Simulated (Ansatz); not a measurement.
# Si: the cost of one run

Program: Ansatz 0.2.0. Level of theory: DFT PBE, scalar-relativistic, plane waves, PAW. These are calculated values, not measurements.

### 1 The system as given

Symmetry: Fmmm, No. 69, orthorhombic system. The conventional cell has a = 4.683 Å, b = 8.947 Å, c = 10.932 Å, α = 90.00°, β = 90.00°, γ = 90.00°. Si (site symmetry m2m) has 5 Si at 2.26 to 2.28 Å as nearest neighbours. Si (site symmetry 2) has 5 Si at 2.26 to 2.34 Å as nearest neighbours.

Structure file:

```
CELL_PARAMETERS angstrom
0.00000 4.47362 5.46580
2.34172 0.00000 5.46580
2.34172 4.47362 0.00000
ATOMIC_POSITIONS crystal
Si 0.87277 0.12723 0.87277
Si 0.12723 0.87277 0.12723
Si 0.85414 0.85414 0.64586
Si 0.64586 0.64586 0.85414
Si 0.14586 0.14586 0.35414
Si 0.35414 0.35414 0.14586
```

The cell is invented: 5-connected net of one element (Fmmm, No. 69). Its size is a rough estimate.

### 2 A first look at the guess

Contents of input.yaml:

```yaml
crystal:
  lattice:
    - [0.0, 4.47361611, 5.46580476]
    - [2.34172484, 0.0, 5.46580476]
    - [2.34172484, 4.47361611, 0.0]
  atoms:
    - { symbol: Si, position: [0.87276577, 0.12723423, 0.87276577] }
    - { symbol: Si, position: [0.12723423, 0.87276577, 0.12723423] }
    - { symbol: Si, position: [0.85413786, 0.85413786, 0.64586214] }
    - { symbol: Si, position: [0.64586214, 0.64586214, 0.85413786] }
    - { symbol: Si, position: [0.14586214, 0.14586214, 0.35413786] }
    - { symbol: Si, position: [0.35413786, 0.35413786, 0.14586214] }
basis:
  ecutwfc: 420
kpoints:
  mp_grid: { grid: [4, 4, 4] }
hamiltonian:
  xc: pbe
scf:
  occupations: { method: gaussian, width: 0.1 }
  lower_state_search: "off"
output:
  forces: true
  stress: true
  eigenvalues: true
```

Started as:

```bash
ansatz run input.yaml --threads 1 --pin off --max-ram 2560MiB --backend cpu --events-out ev --progress --plain --runs-dir out
```

Q: Estimate wall time and peak memory on 1 thread of Arm Neoverse V1, shared host.

About 3.1 s, with a peak of 0.35 GiB.
